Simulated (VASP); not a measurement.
# TiTe2 in VASP: further runs

One slab, TiTe2, is run at these levels: PBE; tasks: relaxation of cell and atoms.

Everything below comes from runs of VASP 6.6.1. Logs are shortened: lines on timing, memory, paths and dates and some standing lists are left out, and cuts for length are marked.

## 1. The structure

The cell holds a slab with vacuum, 3 atoms: a = 3.777 Å, b = 3.777 Å, c = 21.415 Å, α = 90.00°, β = 90.00°, γ = 120.00°.

## 2. Relaxation of cell and atoms, PBE

INCAR reads:

```
SYSTEM = TiTe2
PREC = Accurate ; ENCUT = 600
EDIFF = 1E-6 ; ISMEAR = 0
SIGMA = 0.03 ; LREAL = .FALSE.
LASPH = .TRUE. ; NELM = 80
ALGO = Normal ; ISIF = 3
LWAVE = .FALSE. ; LCHARG = .FALSE.
GGA = PE ; IBRION = 2
NSW = 90 ; EDIFFG = -0.01
LATTICE_CONSTRAINTS = .TRUE. .TRUE. .FALSE.
```

KPOINTS reads:

```
regular mesh
0
G
  9 9 1
  0 0 0
```

POSCAR reads:

```
TiTe2
1.0
    3.7770000000      0.0000000000      0.0000000000
   -1.8885000000      3.2709779500      0.0000000000
    0.0000000000      0.0000000000     21.4153488000
Te Ti
2 1
Direct
    0.3333333300      0.6666666700      0.4202593200
    0.6666666700      0.3333333300      0.5797406800
    0.0000000000      0.0000000000      0.5000000000
```

Potentials or basis: VASP PAW PBE potentials, release 64 (Te, Ti_sv).

Started as:

```console
cat potpaw_PBE.64/Te/POTCAR potpaw_PBE.64/Ti_sv/POTCAR > POTCAR
mpirun -np 1 vasp_std > vasp.out
```

OUTCAR:

```text
SYSTEM = TiTe2
   PREC = Accurate
   ENCUT = 600
   EDIFF = 1E-6
   ISMEAR = 0
   LREAL = .FALSE.
   LASPH = .TRUE.
   NELM = 80
   ISIF = 3
   GGA = PE
   IBRION = 2
   NSW = 90
   EDIFFG = -0.01

 ion  position               nearest neighbor table
   1  0.333  0.667  0.420-   3 2.77   3 2.77   3 2.77
   2  0.667  0.333  0.580-   3 2.77   3 2.77   3 2.77
   3  0.000  0.000  0.500-   1 2.77   2 2.77   1 2.77   2 2.77   2 2.77   1 2.77

  LATTYP: Found a hexagonal cell.
 ALAT       =     3.7770000000
 C/A-ratio  =     5.6699361398

  Lattice vectors:

 A1 = (   3.7770000000,   0.0000000000,   0.0000000000)
 A2 = (  -1.8885000000,   3.2709779500,   0.0000000000)
 A3 = (   0.0000000000,   0.0000000000,  21.4153488000)

Analysis of symmetry for initial positions (statically):
=====================================================================
 Subroutine PRICEL returns:
 Original cell was already a primitive cell.

 Routine SETGRP: Setting up the symmetry group for a
 hexagonal supercell.

 Subroutine GETGRP returns: Found 12 space group operations
 (whereof 12 operations were pure point group operations)
 out of a pool of 24 trial point group operations.

The static configuration has the point symmetry D_3d.

Analysis of symmetry for dynamics (positions and initial velocities):
=====================================================================
 Subroutine PRICEL returns:
 Original cell was already a primitive cell.

 Routine SETGRP: Setting up the symmetry group for a
 hexagonal supercell.

 Subroutine GETGRP returns: Found 12 space group operations
 (whereof 12 operations were pure point group operations)
 out of a pool of 24 trial point group operations.

The dynamic configuration has the point symmetry D_3d.

 Subroutine INISYM returns: Found 12 space group operations
 (whereof 12 operations are pure point group operations),
 and found     1 'primitive' translations

----------------------------------------------------------------------------------------

                                     Primitive cell

  volume of cell :     264.5756

  direct lattice vectors                    reciprocal lattice vectors
     3.777000000  0.000000000  0.000000000     0.264760392  0.152859484  0.000000000
    -1.888500000  3.270977950  0.000000000     0.000000000  0.305718967  0.000000000
     0.000000000  0.000000000 21.415348800     0.000000000  0.000000000  0.046695480

  length of vectors
     3.777000000  3.777000000 21.415348800     0.305718967  0.305718967  0.046695480

  position of ions in fractional coordinates (direct lattice)
     0.333333330  0.666666670  0.420259320
     0.666666670  0.333333330  0.579740680
     0.000000000  0.000000000  0.500000000

  ion indices of the primitive-cell ions
   primitive index   ion index
                 1           1
                 2           2
                 3           3

----------------------------------------------------------------------------------------

 KPOINTS: regular mesh

Automatic generation of k-mesh.
 Grid dimensions read from file:
 generate k-points for:    9    9    1

 Generating k-lattice:

  Cartesian coordinates                     Fractional coordinates (reciprocal lattice)
     0.029417821  0.016984387  0.000000000     0.111111111  0.000000000  0.000000000
     0.000000000  0.033968774  0.000000000     0.000000000  0.111111111  0.000000000
     0.000000000  0.000000000  0.046695480     0.000000000  0.000000000  1.000000000

  Length of vectors
     0.033968774  0.033968774  0.046695480

  Shift w.r.t. Gamma in fractional coordinates (k-lattice)
     0.000000000  0.000000000  0.000000000

 Subroutine IBZKPT returns following result:
 ===========================================

 Found     12 irreducible k-points:

 Following reciprocal coordinates:
            Coordinates               Weight
  0.000000  0.000000  0.000000      1.000000
  0.111111 -0.000000  0.000000      6.000000
  0.222222 -0.000000  0.000000      6.000000
  0.333333 -0.000000  0.000000      6.000000
  0.444444 -0.000000  0.000000      6.000000
  0.111111  0.111111  0.000000      6.000000
  0.222222  0.111111  0.000000     12.000000
  0.333333  0.111111  0.000000     12.000000
  0.444444  0.111111  0.000000      6.000000
  0.222222  0.222222  0.000000      6.000000
  0.333333  0.222222  0.000000     12.000000
  0.333333  0.333333  0.000000      2.000000
   k-points           NKPTS =     12   k-points in BZ     NKDIM =     12   number of bands    NBANDS=     16
   number of dos      NEDOS =    301   number of ions     NIONS =      3
   total plane-waves  NPLWV = 162000
   dimension x,y,z NGX =    30 NGY =   30 NGZ =  180
   dimension x,y,z NGXF=    60 NGYF=   60 NGZF=  360
   ions per type =               2   1
   NGX,Y,Z   is equivalent  to a cutoff of  13.20, 13.20, 13.97 a.u.
   NGXF,Y,Z  is equivalent  to a cutoff of  26.41, 26.41, 27.95 a.u.
 SYSTEM =  TiTe2
   PREC   = accura    normal or accurate (medium, high low for compatibility)
   ISTART =      0    job   : 0-new  1-cont  2-samecut
   ICHARG =      2    charge: 1-file 2-atom 10-const
   ISPIN  =      1    spin polarized calculation?
   LNONCOLLINEAR =      F non collinear calculations
   LSORBIT =      F    spin-orbit coupling
   LASPH  =      T    aspherical Exc in radial PAW
   ENCUT  =  600.0 eV  44.10 Ry    6.64 a.u.   7.54  7.54 42.77*2*pi/ulx,y,z
   NELM   =     80;   NELMIN=  2; NELMDL= -5     # of ELM steps
   EDIFF  = 0.1E-05   stopping-criterion for ELM
   LREAL  =      F    real-space projection
   EDIFFG = -.1E-01   stopping-criterion for IOM
   NSW    =     90    number of steps for IOM
   IBRION =      2    ionic relax: 0-MD 1-quasi-New 2-CG
   NFREE  =      1    steps in history (QN), initial steepest desc. (CG)
   ISIF   =      3    stress and relaxation
   ISYM   =      2    0-nonsym 1-usesym 2-fastsym
   POTIM  = 0.5000    time-step for ionic-motion
   TEBEG  =    0.0;   TEEND  =   0.0 temperature during run
   PSTRESS=    0.0 pullay stress
   NELECT =      24.0000    total number of electrons
   NUPDOWN=      -1.0000    fix difference up-down
   EMIN   =  10.00;   EMAX   =-10.00  energy-range for DOS
   EFERMI =   0.00;   METHOD = LEGACY
   ISMEAR =     0;   SIGMA  =   0.03  broadening in eV -4-tet -1-fermi 0-gaus
   EFERMI_NEDOS =   21; number of points for ismear=-14 and -15
   IALGO  =     38    algorithm
   IMIX   =      4    mixing-type and parameters
     AMIX     =   0.40;   BMIX     =  1.00
     AMIX_MAG =   1.60;   BMIX_MAG =  1.00
  volume/ion in A,a.u.               =      88.19       595.15
  Fermi-wavevector in a.u.,A,eV,Ry     =   0.735578  1.390041  7.361770  0.541075
  Thomas-Fermi vector in A             =   1.828808
   LORBIT       =      0    0 simple, 1 ext, 2 COOP (PROOUT), +10 PAW based schemes
   GGA     = PE    functional components
   LHFCALC =     F    Hartree Fock is set to
   AEXX    =    0.0000 exact exchange contribution
   IVDW    =     0    specifies the selected vdW correction
   LEPSILON=     F    determine dielectric tensor
   LRPA    =     F    only Hartree local field effects (RPA)
 conjugate gradient relaxation of ions
 non-spin polarized calculation
 Gauss-broadening in eV      SIGMA  =   0.03
  energy-cutoff  :      600.00
  volume of cell :      264.58
 maximum number of plane-waves:      8883
 NGX is ok and might be reduce to    30
   NGX = 15   NGY = 15   NGZ = 85

--------------------------------------- Ionic step        1  -------------------------------------------

 number of electron      24.0000002 magnetization

 Free energy of the ion-electron system (eV)
  ---------------------------------------------------
  ext. energy  EPLUGINS =         0.00000000
  ---------------------------------------------------
  free energy    TOTEN  =       -16.17716903 eV

  energy without entropy =      -16.17560784  energy(sigma->0) =      -16.17638844

------------------------ aborting loop because EDIFF is reached ----------------------------------------

  FORCE on cell =-STRESS in cart. coord.  units (eV):
  Direction    XX          YY          ZZ          XY          YZ          ZX
  --------------------------------------------------------------------------------------
  -------------------------------------------------------------------------------------
  Total        0.0209969      0.0209969      0.8305151      0.0000000      0.0000000      0.0000000
  in kB        0.1271497      0.1271497      5.0293092      0.0000000      0.0000000      0.0000000
  external PRESSURE =       1.7612028 kB  Pullay stress =       0.0000000 kB

 VOLUME and BASIS-vectors are now :
 -----------------------------------------------------------------------------
  energy-cutoff  :      600.00
  volume of cell :      264.58
      direct lattice vectors                 reciprocal lattice vectors
     3.777000000  0.000000000  0.000000000     0.264760392  0.152859484  0.000000000
    -1.888500000  3.270977950  0.000000000     0.000000000  0.305718967  0.000000000
     0.000000000  0.000000000 21.415348800     0.000000000  0.000000000  0.046695480

 POSITION                                       TOTAL-FORCE (eV/Angst)
 -----------------------------------------------------------------------------------
     -0.00000      2.18065      9.00000        -0.000000      0.000000     -0.246379
      1.88850      1.09033     12.41535         0.000000     -0.000000      0.246379
      0.00000      0.00000     10.70767         0.000000      0.000000      0.000000
 -----------------------------------------------------------------------------------
    total drift:                                0.000000     -0.000000      0.000000

  FREE ENERGIE OF THE ION-ELECTRON SYSTEM (eV)
  ---------------------------------------------------
  free  energy   TOTEN  =       -16.1771690318 eV
[... 202 lines left out ...]
 VOLUME and BASIS-vectors are now :
 -----------------------------------------------------------------------------
  energy-cutoff  :      600.00
  volume of cell :      260.06
      direct lattice vectors                 reciprocal lattice vectors
     3.744612112 -0.000000000  0.000000000     0.267050357  0.154181595  0.000000000
    -1.872306056  3.242929216  0.000000000     0.000000000  0.308363191  0.000000000
     0.000000000  0.000000000 21.415348800     0.000000000  0.000000000  0.046695480

 POSITION                                       TOTAL-FORCE (eV/Angst)
 -----------------------------------------------------------------------------------
     -0.00000      2.16195      8.95319         0.000000     -0.000000      0.031031
      1.87231      1.08098     12.46215        -0.000000      0.000000     -0.031031
     -1.87231      3.24293     10.70767        -0.000000      0.000000      0.000000
 -----------------------------------------------------------------------------------
    total drift:                               -0.000000      0.000000      0.000000

  FREE ENERGIE OF THE ION-ELECTRON SYSTEM (eV)
  ---------------------------------------------------
  free  energy   TOTEN  =       -16.1886669147 eV

  energy  without entropy=      -16.1875242234  energy(sigma->0) =      -16.18809557

--------------------------------------- Ionic step        8  -------------------------------------------

 number of electron      24.0000003 magnetization

 Free energy of the ion-electron system (eV)
  ---------------------------------------------------
  ext. energy  EPLUGINS =         0.00000000
  ---------------------------------------------------
  free energy    TOTEN  =       -16.18878898 eV

  energy without entropy =      -16.18764629  energy(sigma->0) =      -16.18821764

 E-fermi :  -1.2732     XC(G=0):  -3.5821

 val. band max:       -1.3782575947   @ k =   0.4444  -0.0000   0.0000
 cond. band min:      -1.2640891833   @ k =   0.3333  -0.0000   0.0000
 fundamental gap:      0.1141684114
 Fermi energy:        -1.2732262728

 k-point     1 :       0.0000    0.0000    0.0000
  band No.  band energies     occupation
      1     -58.7566      2.00000
      2     -35.0059      2.00000
      3     -35.0059      2.00000
      4     -34.9671      2.00000
      5     -13.2693      2.00000
      6     -12.4643      2.00000
[... 8 lines left out ...]
     15      -0.0716      0.00000
     16       2.1111      0.00000

 k-point     2 :       0.1111   -0.0000    0.0000
  band No.  band energies     occupation
      1     -58.7562      2.00000
      2     -35.0111      2.00000
      3     -35.0071      2.00000
      4     -34.9659      2.00000
      5     -13.1330      2.00000
      6     -12.3735      2.00000
[... 8 lines left out ...]
     15       0.1339      0.00000
     16       1.4221      0.00000
[... 201 lines left out ...]
 VOLUME and BASIS-vectors are now :
 -----------------------------------------------------------------------------
  energy-cutoff  :      600.00
  volume of cell :      259.80
      direct lattice vectors                 reciprocal lattice vectors
     3.742783888 -0.000000000  0.000000000     0.267180802  0.154256908  0.000000000
    -1.871391944  3.241345928  0.000000000     0.000000000  0.308513816  0.000000000
     0.000000000  0.000000000 21.415348800     0.000000000  0.000000000  0.046695480

 POSITION                                       TOTAL-FORCE (eV/Angst)
 -----------------------------------------------------------------------------------
     -0.00000      2.16090      8.95547         0.000000      0.000000      0.004963
      1.87139      1.08045     12.45988        -0.000000      0.000000     -0.004963
      0.00000     -0.00000     10.70767         0.000000      0.000000     -0.000000
 -----------------------------------------------------------------------------------
    total drift:                                0.000000      0.000000     -0.000000

  FREE ENERGIE OF THE ION-ELECTRON SYSTEM (eV)
  ---------------------------------------------------
  free  energy   TOTEN  =       -16.1887889830 eV

  energy  without entropy=      -16.1876462913  energy(sigma->0) =      -16.18821764

 reached required accuracy - stopping structural energy minimisation
```

It took 6 min on 1 thread of Intel Xeon Platinum 8488C (Sapphire Rapids), shared host; peak memory 0.47 GiB.

Results:

```yaml
Free_energy: -16.1888 eV
Relaxed_volume: 86.60 Å³/atom
Relaxed_cell: a = 3.743 Å, b = 3.743 Å, c = 21.415 Å, α = 90.00°, β = 90.00°, γ = 120.00°
Space_group_after_relaxing_to_0.05_Å: P-3m1 (No. 164)
Energy_gained_by_relaxing: 3.9 meV/atom
Ionic_steps: 8
Largest_force_after_relaxing: 0.005 eV/Å
Band_gap_on_the_k_mesh: none (metal or under the smearing width)
```

Forces on the atoms (eV/Å):
```
Te   0.000  0.000  0.005
Te   0.000  0.000 -0.005
Ti   0.000  0.000  0.000
```

Step by step:
```tsv
step	energy change (eV)	largest force (eV/Å)	pressure (GPa)	volume (Å³)
1	0.0000	0.2464	0.18	264.58
2	-0.0046	0.1465	0.01	264.75
3	-0.0067	0.0125	-0.21	265.03
4	-0.0091	0.0311	-0.18	263.46
5	-0.0109	0.0613	-0.13	261.13
6	-0.0110	0.0704	-0.12	260.44
7	-0.0115	0.0310	-0.05	260.06
8	-0.0116	0.0050	-0.01	259.80
```

Final structure:
```yaml
crystal:
  lattice:
    - [3.74278, 0.00000, 0.00000]
    - [-1.87139, 3.24135, 0.00000]
    - [0.00000, 0.00000, 21.41535]
  atoms:
    - { symbol: Te, position: [0.33333, 0.66667, 0.41818] }
    - { symbol: Te, position: [0.66667, 0.33333, 0.58182] }
    - { symbol: Ti, position: [0.00000, 0.00000, 0.50000] }
```

[end of part 1 of 2]
